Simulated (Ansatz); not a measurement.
## fcc against bcc along the 3d metals

All numbers below come from DFT, PBEsol, plane waves (420 eV) with PAW, scalar-relativistic (Ansatz 0.2.0). (PAW data from PBE, frozen cores regenerated.)

Each structure is relaxed within its symmetry, in the lowest magnetic state of the tried starts. Differences under about 8 meV lie within the error of the k-point mesh.

```csv
element,E(fcc) − E(bcc) (meV/atom),V(fcc) (Å³/atom),V(bcc) (Å³/atom),state of fcc,state of bcc
Sc,-64,23.70,23.94,spin not included,spin not included
Ti,-48,16.71,16.60,spin not included,spin not included
V,267,13.41,12.96,spin not included,spin not included
Mn,-89,10.52,10.48,antiferromagnetic,ferromagnetic
Fe,32,10.16,10.84,antiferromagnetic,ferromagnetic
Co,-94,10.44,10.58,ferromagnetic,ferromagnetic
Ni,-106,10.39,10.46,ferromagnetic,ferromagnetic
Cu,?,?,?,?,?
Zn,-69,14.19,14.30,spin not included,spin not included
```

**Question.** Fill in the row of Cu.

**Answer.** E(fcc) − E(bcc) (meV/atom): -38; V(fcc) (Å³/atom): 11.31; V(bcc) (Å³/atom): 11.35; state of fcc: spin not included; state of bcc: spin not included.
